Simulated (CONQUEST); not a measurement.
# CdF2 under changes of volume

One of the cells (13.035 Å³/atom); the others are scaled copies at fixed shape and fractional positions:

```
Cd F
1.0
     3.80989    0.00000    0.00000
     0.00000    3.80989    0.00000
     0.00000    0.00000    5.38800
Cd F
2 4
Direct
  0.00000 0.00000 0.00000
  0.50000 0.50000 0.50000
  0.00000 0.50000 0.25000
  0.50000 0.00000 0.75000
  0.00000 0.50000 0.75000
  0.50000 0.00000 0.25000
```

| Quantity | Value |
| --- | --- |
| Program | CONQUEST 1.3 |
| Functional | PBE |
| Potentials or basis | PseudoDojo NC PBE, SZ, grid of 40 × 40 × 60 points |
| k mesh | 7 × 7 × 5 |
| Occupations | fermi-dirac, width 0.05 eV |
| Spin | no spin polarisation |

| volume (Å³/atom) | energy over the lowest point (meV/atom) | pressure (GPa) | gap on the mesh (eV) |
| --- | --- | --- | --- |
| 12.253 | 115.64 | 20.9 | 1.08 |
| 12.513 | 84.40 | 17.5 | 0.98 |
| 12.774 | 58.76 | 14.2 | 0.89 |
| 13.035 | 38.01 | 11.3 | 0.80 |
| 13.295 | ? | ? | ? |
| 13.556 | 9.24 | 6.6 | 0.63 |
| 13.817 | 0.00 | 4.7 | 0.55 |

Q: What does the run at 13.295 Å³/atom give?

A: Energy over the lowest point 21.83 meV/atom; pressure 8.8 GPa; gap on the mesh 0.71 eV.

Worked out: A Birch-Murnaghan fit of order 3 (a polynomial in V^(-2/3)) to the other rows has no minimum within the range. It gives 21.76 meV/atom at 13.295 Å³/atom, against the run's 21.83, and -dE/dV = 8.8 GPa, against 8.8. A straight line through the other rows of the gap, of slope -4.4 eV per unit of ln V, gives 0.72 eV, against the run's 0.71.

Energies are extrapolated to zero smearing.

Caveats: the atomic basis is small; an odd mesh through Γ misses points on the zone boundary, where band edges often lie; the basis of atomic orbitals isn't converged, which shifts pressures, moduli and gaps; the real-space grid breaks the cell's symmetry a little. Spin-orbit coupling on Cd is left out.
